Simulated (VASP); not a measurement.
# W (Fm-3m) in VASP: further runs

One crystal, W, is run at these levels: PBE; tasks: single point.

All numbers are computed with VASP 6.6.1; they aren't measurements. Logs are shortened: lines on timing, memory, paths and dates and some standing lists are left out, and cuts for length are marked.

## Step 1: The structure

It takes space group Fm-3m (No. 225, cubic). The conventional cell has a = 3.981 Å, b = 3.981 Å, c = 3.981 Å, α = 90.00°, β = 90.00°, γ = 90.00°. W (site symmetry m-3m) is surrounded by 12 W at 2.82 Å.

The cell was built by a generator and needn't be a form met in nature.

## Step 2: Single point, PBE

INCAR reads:

```
ALGO = Normal
EDIFF = 1E-7
ENCUT = 520
GGA = PE
ISIF = 2
ISMEAR = 0
LASPH = T
LCHARG = F
LREAL = F
LWAVE = F
NBANDS = 13
NELM = 60
PREC = Accurate
SIGMA = 0.05
```

KPOINTS reads:

```
k-points
0
Gamma
  18 18 18
```

POSCAR reads:

```
W
1.0
    0.0000000000      1.9906732401      1.9906732401
    1.9906732401      0.0000000000      1.9906732401
    1.9906732401      1.9906732401      0.0000000000
W
1
Direct
    0.0000000000      0.0000000000      0.0000000000
```

Potentials or basis: VASP PAW PBE potentials, release 64 (W_sv).

Started as:

```sh
$ cat potpaw_PBE.64/W_sv/POTCAR > POTCAR
$ mpirun -np 1 vasp_std > vasp.out
```

OUTCAR:

```text
EDIFF = 1E-7
   ENCUT = 520
   GGA = PE
   ISIF = 2
   ISMEAR = 0
   LASPH = T
   LREAL = F
   NELM = 60
   PREC = Accurate

 ion  position               nearest neighbor table
   1  0.000  0.000  0.000-

  LATTYP: Found a face centered cubic cell.
 ALAT       =     3.9813464802

  Lattice vectors:

 A1 = (   0.0000000000,   1.9906732401,   1.9906732401)
 A2 = (   1.9906732401,   0.0000000000,   1.9906732401)
 A3 = (   1.9906732401,   1.9906732401,   0.0000000000)

Analysis of symmetry for initial positions (statically):
=====================================================================
 Subroutine PRICEL returns:
 Original cell was already a primitive cell.

 Routine SETGRP: Setting up the symmetry group for a
 face centered cubic supercell.

 Subroutine GETGRP returns: Found 48 space group operations
 (whereof 48 operations were pure point group operations)
 out of a pool of 48 trial point group operations.

The static configuration has the point symmetry O_h .

Analysis of symmetry for dynamics (positions and initial velocities):
=====================================================================
 Subroutine PRICEL returns:
 Original cell was already a primitive cell.

 Routine SETGRP: Setting up the symmetry group for a
 face centered cubic supercell.

 Subroutine GETGRP returns: Found 48 space group operations
 (whereof 48 operations were pure point group operations)
 out of a pool of 48 trial point group operations.

The dynamic configuration has the point symmetry O_h .

 Subroutine INISYM returns: Found 48 space group operations
 (whereof 48 operations are pure point group operations),
 and found     1 'primitive' translations

----------------------------------------------------------------------------------------

                                     Primitive cell

  volume of cell :      15.7772

  direct lattice vectors                    reciprocal lattice vectors
     0.000000000  1.990673240  1.990673240    -0.251171307  0.251171307  0.251171307
     1.990673240  0.000000000  1.990673240     0.251171307 -0.251171307  0.251171307
     1.990673240  1.990673240  0.000000000     0.251171307  0.251171307 -0.251171307

  length of vectors
     2.815237094  2.815237094  2.815237094     0.435041466  0.435041466  0.435041466

  position of ions in fractional coordinates (direct lattice)
     0.000000000  0.000000000  0.000000000

  ion indices of the primitive-cell ions
   primitive index   ion index
                 1           1

----------------------------------------------------------------------------------------

 KPOINTS: k-points

Automatic generation of k-mesh.
 Grid dimensions read from file:
 generate k-points for:   18   18   18

 Generating k-lattice:

  Cartesian coordinates                     Fractional coordinates (reciprocal lattice)
    -0.013953962  0.013953962  0.013953962     0.055555556  0.000000000  0.000000000
     0.013953962 -0.013953962  0.013953962     0.000000000  0.055555556  0.000000000
     0.013953962  0.013953962 -0.013953962     0.000000000  0.000000000  0.055555556

  Length of vectors
     0.024168970  0.024168970  0.024168970

  Shift w.r.t. Gamma in fractional coordinates (k-lattice)
     0.000000000  0.000000000  0.000000000

 Subroutine IBZKPT returns following result:
 ===========================================

 Found    195 irreducible k-points:

 Following reciprocal coordinates:
            Coordinates               Weight
  0.000000  0.000000  0.000000      1.000000
  0.055556  0.000000  0.000000      8.000000
  0.111111  0.000000  0.000000      8.000000
  0.166667  0.000000  0.000000      8.000000
  0.222222  0.000000  0.000000      8.000000
  0.277778  0.000000  0.000000      8.000000
[... 16 lines left out ...]
 -0.277778  0.055556  0.000000     24.000000
 -0.222222  0.055556  0.000000     24.000000
 [... further k-points ...]
   k-points           NKPTS =    195   k-points in BZ     NKDIM =    195   number of bands    NBANDS=     13
   number of dos      NEDOS =    301   number of ions     NIONS =      1
   total plane-waves  NPLWV =  13824
   dimension x,y,z NGX =    24 NGY =   24 NGZ =   24
   dimension x,y,z NGXF=    48 NGYF=   48 NGZF=   48
   ions per type =               1
   NGX,Y,Z   is equivalent  to a cutoff of  14.17, 14.17, 14.17 a.u.
   NGXF,Y,Z  is equivalent  to a cutoff of  28.35, 28.35, 28.35 a.u.
 SYSTEM =  unknown system
   PREC   = accura    normal or accurate (medium, high low for compatibility)
   ISTART =      0    job   : 0-new  1-cont  2-samecut
   ICHARG =      2    charge: 1-file 2-atom 10-const
   ISPIN  =      1    spin polarized calculation?
   LNONCOLLINEAR =      F non collinear calculations
   LSORBIT =      F    spin-orbit coupling
   LASPH  =      T    aspherical Exc in radial PAW
   ENCUT  =  520.0 eV  38.22 Ry    6.18 a.u.   5.23  5.23  5.23*2*pi/ulx,y,z
   NELM   =     60;   NELMIN=  2; NELMDL= -5     # of ELM steps
   EDIFF  = 0.1E-06   stopping-criterion for ELM
   LREAL  =      F    real-space projection
   EDIFFG = 0.1E-05   stopping-criterion for IOM
   NSW    =      0    number of steps for IOM
   IBRION =     -1    ionic relax: 0-MD 1-quasi-New 2-CG
   NFREE  =      0    steps in history (QN), initial steepest desc. (CG)
   ISIF   =      2    stress and relaxation
   ISYM   =      2    0-nonsym 1-usesym 2-fastsym
   POTIM  = 0.5000    time-step for ionic-motion
   TEBEG  =    0.0;   TEEND  =   0.0 temperature during run
   PSTRESS=    0.0 pullay stress
   NELECT =      14.0000    total number of electrons
   NUPDOWN=      -1.0000    fix difference up-down
   EMIN   =  10.00;   EMAX   =-10.00  energy-range for DOS
   EFERMI =   0.00;   METHOD = LEGACY
   ISMEAR =     0;   SIGMA  =   0.05  broadening in eV -4-tet -1-fermi 0-gaus
   EFERMI_NEDOS =   21; number of points for ismear=-14 and -15
   IALGO  =     38    algorithm
   IMIX   =      4    mixing-type and parameters
     AMIX     =   0.40;   BMIX     =  1.00
     AMIX_MAG =   1.60;   BMIX_MAG =  1.00
  volume/ion in A,a.u.               =      15.78       106.47
  Fermi-wavevector in a.u.,A,eV,Ry     =   1.573165  2.972850 33.672341  2.474847
  Thomas-Fermi vector in A             =   2.674490
   LORBIT       =      0    0 simple, 1 ext, 2 COOP (PROOUT), +10 PAW based schemes
   GGA     = PE    functional components
   LHFCALC =     F    Hartree Fock is set to
   AEXX    =    0.0000 exact exchange contribution
   IVDW    =     0    specifies the selected vdW correction
   LEPSILON=     F    determine dielectric tensor
   LRPA    =     F    only Hartree local field effects (RPA)
 non-spin polarized calculation
 Gauss-broadening in eV      SIGMA  =   0.05
  energy-cutoff  :      520.00
  volume of cell :       15.78
 maximum number of plane-waves:       444
 NGX is ok and might be reduce to    24
   NGX = 11   NGY = 11   NGZ = 11

 number of electron      13.9999999 magnetization

 Free energy of the ion-electron system (eV)
  ---------------------------------------------------
  ext. energy  EPLUGINS =         0.00000000
  ---------------------------------------------------
  free energy    TOTEN  =       -12.44401585 eV

  energy without entropy =      -12.44227195  energy(sigma->0) =      -12.44314390

 E-fermi :  11.0284     XC(G=0): -13.6562

 val. band max:       11.0226432056   @ k =   0.3889   0.1111   0.0000
 cond. band min:      11.0374753855   @ k =  -0.4444   0.3333   0.0000
 fundamental gap:      0.0148321798
 Fermi energy:        11.0284130652

 k-point     1 :       0.0000    0.0000    0.0000
  band No.  band energies     occupation
      1     -62.5560      2.00000
      2     -26.1331      2.00000
      3     -26.1331      2.00000
      4     -26.1331      2.00000
      5       1.8416      2.00000
      6      10.4322      2.00000
      7      10.4322      2.00000
      8      10.4322      2.00000
      9      13.7394      0.00000
     10      13.7394      0.00000
     11      23.8716      0.00000
     12      29.2885      0.00000
     13      29.2885      0.00000

 k-point     2 :       0.0556    0.0000    0.0000
  band No.  band energies     occupation
      1     -62.5522      2.00000
      2     -26.1757      2.00000
      3     -26.1384      2.00000
      4     -26.1384      2.00000
      5       1.9845      2.00000
      6      10.3189      2.00000
      7      10.4996      2.00000
      8      10.4996      2.00000
      9      13.6747      0.00000
     10      13.6747      0.00000
     11      24.1617      0.00000
     12      28.6560      0.00000
     13      29.5578      0.00000

 k-point     3 :       0.1111    0.0000    0.0000
  band No.  band energies     occupation
      1     -62.5413      2.00000
      2     -26.2971      2.00000
      3     -26.1538      2.00000
      4     -26.1538      2.00000
      5       2.3965      2.00000
      6      10.0284      2.00000
      7      10.6754      2.00000
      8      10.6754      2.00000
      9      13.5283      0.00000
     10      13.5283      0.00000
     11      24.9371      0.00000
     12      27.4799      0.00000
     13      30.3378      0.00000
[... 305 lines left out ...]
 k-point    23 :      -0.2778    0.0556    0.0000
  band No.  band energies     occupation
      1     -62.4722      2.00000
      2     -26.9952      2.00000
      3     -26.2915      2.00000
      4     -26.2329      2.00000
      5       4.7780      2.00000
      6       9.4450      2.00000
      7      10.6534      2.00000
      8      10.8291      2.00000
      9      13.8091      0.00000
     10      14.9547      0.00000
     11      23.7440      0.00000
     12      28.1253      0.00000
     13      32.9928      0.00000

 k-point    24 :      -0.2222    0.0556    0.0000
  band No.  band energies     occupation
      1     -62.4939      2.00000
      2     -26.7782      2.00000
      3     -26.2603      2.00000
      4     -26.2019      2.00000
      5       4.1338      2.00000
      6       9.2995      2.00000
      7      10.8620      2.00000
      8      11.0165      1.26311
      9      13.2106      0.00000
     10      14.3062      0.00000
     11      24.6199      0.00000
     12      28.2619      0.00000
     13      32.5797      0.00000

 [... further k-points ...]

------------------------ aborting loop because EDIFF is reached ----------------------------------------

  FORCE on cell =-STRESS in cart. coord.  units (eV):
  Direction    XX          YY          ZZ          XY          YZ          ZX
  --------------------------------------------------------------------------------------
  -------------------------------------------------------------------------------------
  Total        1.3136405      1.3136405      1.3136405     -0.0000000      0.0000000     -0.0000000
  in kB      133.4004198    133.4004198    133.4004198     -0.0000000      0.0000000     -0.0000000
  external PRESSURE =     133.4004198 kB  Pullay stress =       0.0000000 kB

 VOLUME and BASIS-vectors are now :
 -----------------------------------------------------------------------------
  energy-cutoff  :      520.00
  volume of cell :       15.78
      direct lattice vectors                 reciprocal lattice vectors
     0.000000000  1.990673240  1.990673240    -0.251171307  0.251171307  0.251171307
     1.990673240  0.000000000  1.990673240     0.251171307 -0.251171307  0.251171307
     1.990673240  1.990673240  0.000000000     0.251171307  0.251171307 -0.251171307

 POSITION                                       TOTAL-FORCE (eV/Angst)
 -----------------------------------------------------------------------------------
      0.00000      0.00000      0.00000        -0.000000      0.000000     -0.000000
 -----------------------------------------------------------------------------------
    total drift:                                0.000000      0.000000      0.000000

  FREE ENERGIE OF THE ION-ELECTRON SYSTEM (eV)
  ---------------------------------------------------
  free  energy   TOTEN  =       -12.4440158483 eV

  energy  without entropy=      -12.4422719462  energy(sigma->0) =      -12.44314390
```

Wall time 30 s (1 thread of Intel Xeon Platinum 8375C at 2.90GHz (Ice Lake), shared host); peak memory 0.17 GiB.

Results:

```yaml
Free_energy: -12.4440 eV
Pressure: 13.3 GPa
Band_gap_on_the_k_mesh: none (metal or under the smearing width)
```

Levels at points of the mesh, in eV from the Fermi level:
```tsv
k point	band 4	band 5	band 6	band 7	band 8	band 9	band 10	band 11
(0.00, 0.00, 0.00)	-37.16	-9.19	-0.60	-0.60	-0.60	2.71	2.71	12.84
(0.50, 0.00, 0.00)	-37.34	-5.81	-0.84	-0.84	0.77	5.34	5.34	10.91
(0.50, 0.50, 0.00)	-37.63	-5.76	-4.76	3.29	5.30	6.11	6.11	12.10
```

The run has no spin-orbit coupling, so splittings on W are missing.

## Step 3: Single point, PBE

This run uses another cell than the first one, of 16.45 Å³/atom, 1.043 times its volume.

INCAR reads:

```
SYSTEM = W
PREC = Accurate ; ENCUT = 520
EDIFF = 1E-7 ; ISMEAR = 0
SIGMA = 0.05 ; LREAL = .False.
LASPH = .True. ; NELM = 80
ALGO = Normal ; ISIF = 2
LWAVE = .False. ; LCHARG = .False.
GGA = PE ; NBANDS = 13
```

KPOINTS reads:

```
regular mesh
0
Gamma
  18 18 18
  0 0 0
```

POSCAR reads:

```
W
1.0
    0.0000000000      2.0185702277      2.0185702277
    2.0185702277      0.0000000000      2.0185702277
    2.0185702277      2.0185702277      0.0000000000
W
1
Direct
    0.0000000000      0.0000000000      0.0000000000
```

Potentials or basis: VASP PAW PBE potentials, release 64 (W_sv).

Started as:

```sh
$ cat potpaw_PBE.64/W_sv/POTCAR > POTCAR
$ mpirun -np 1 vasp_std > vasp.out
```

OUTCAR:

```text
SYSTEM = W
   PREC = Accurate
   ENCUT = 520
   EDIFF = 1E-7
   ISMEAR = 0
   LREAL = .False.
   LASPH = .True.
   NELM = 80
   ISIF = 2
   GGA = PE

 ion  position               nearest neighbor table
   1  0.000  0.000  0.000-

  LATTYP: Found a face centered cubic cell.
 ALAT       =     4.0371404554

  Lattice vectors:
[... 562 lines left out ...]
      7      10.3101      1.99979
      8      10.4590      0.61076
      9      12.5334      0.00000
     10      13.5579      0.00000
     11      23.8710      0.00000
     12      27.2508      0.00000
     13      31.4930      0.00000

 [... further k-points ...]

------------------------ aborting loop because EDIFF is reached ----------------------------------------

  FORCE on cell =-STRESS in cart. coord.  units (eV):
  Direction    XX          YY          ZZ          XY          YZ          ZX
  --------------------------------------------------------------------------------------
  -------------------------------------------------------------------------------------
  Total        0.0522995      0.0522995      0.0522995      0.0000000      0.0000000      0.0000000
  in kB        5.0938525      5.0938525      5.0938525      0.0000000      0.0000000      0.0000000
  external PRESSURE =       5.0938525 kB  Pullay stress =       0.0000000 kB

 VOLUME and BASIS-vectors are now :
 -----------------------------------------------------------------------------
  energy-cutoff  :      520.00
  volume of cell :       16.45
      direct lattice vectors                 reciprocal lattice vectors
     0.000000000  2.018570228  2.018570228    -0.247700077  0.247700077  0.247700077
     2.018570228  0.000000000  2.018570228     0.247700077 -0.247700077  0.247700077
     2.018570228  2.018570228  0.000000000     0.247700077  0.247700077 -0.247700077

 POSITION                                       TOTAL-FORCE (eV/Angst)
 -----------------------------------------------------------------------------------
      0.00000      0.00000      0.00000        -0.000000      0.000000     -0.000000
 -----------------------------------------------------------------------------------
    total drift:                                0.000000      0.000000     -0.000000

  FREE ENERGIE OF THE ION-ELECTRON SYSTEM (eV)
  ---------------------------------------------------
  free  energy   TOTEN  =       -12.4726425677 eV

  energy  without entropy=      -12.4708888725  energy(sigma->0) =      -12.47176572
```

OSZICAR:

```text
N       E                     dE             d eps       ncg     rms          rms(c)
DAV:   1     0.848510563810E+02    0.84851E+02   -0.74662E+03  5096   0.122E+03
DAV:   2    -0.114736457763E+02   -0.96325E+02   -0.93021E+02  5650   0.317E+02
DAV:   3    -0.130871336833E+02   -0.16135E+01   -0.16067E+01  5590   0.396E+01
DAV:   4    -0.130941346730E+02   -0.70010E-02   -0.70007E-02  5715   0.287E+00
DAV:   5    -0.130941982286E+02   -0.63556E-04   -0.63557E-04  5650   0.257E-01    0.189E+01
DAV:   6    -0.126000216557E+02    0.49418E+00   -0.42726E-01  5400   0.864E+00    0.735E+00
DAV:   7    -0.124771750886E+02    0.12285E+00   -0.20286E-01  5665   0.561E+00    0.556E-01
DAV:   8    -0.124726163861E+02    0.45587E-02   -0.37378E-03  5130   0.765E-01    0.991E-02
DAV:   9    -0.124726444303E+02   -0.28044E-04   -0.44540E-05  6250   0.745E-02    0.516E-02
DAV:  10    -0.124726419105E+02    0.25198E-05   -0.59020E-06  5350   0.335E-02    0.121E-02
DAV:  11    -0.124726427444E+02   -0.83386E-06   -0.97015E-08  3908   0.350E-03    0.762E-04
DAV:  12    -0.124726425573E+02    0.18715E-06   -0.86459E-09  2830   0.111E-03    0.116E-04
DAV:  13    -0.124726425677E+02   -0.10425E-07   -0.69650E-10  2650   0.366E-04
   1 F= -.12472643E+02 E0= -.12471766E+02  d E =-.175370E-02
```

Run time: 27 s. Hardware: 1 thread of Intel Xeon Platinum 8375C at 2.90GHz (Ice Lake), shared host; peak memory 0.17 GiB.

Results:

```yaml
Free_energy: -12.4726 eV
Pressure: 0.5 GPa
Band_gap_on_the_k_mesh: none (metal or under the smearing width)
```

Levels at points of the mesh, in eV from the Fermi level:
| k point | band 4 | band 5 | band 6 | band 7 | band 8 | band 9 | band 10 | band 11 |
| --- | --- | --- | --- | --- | --- | --- | --- | --- |
| (0.00, 0.00, 0.00) | -37.30 | -8.96 | -0.54 | -0.54 | -0.54 | 2.57 | 2.57 | 12.80 |
| (0.50, 0.00, 0.00) | -37.45 | -5.57 | -0.76 | -0.76 | 0.64 | 5.04 | 5.04 | 10.27 |
| (0.50, 0.50, 0.00) | -37.71 | -5.45 | -4.49 | 3.05 | 5.01 | 5.77 | 5.77 | 11.74 |

Spin-orbit coupling is left out, which matters for the levels of W.
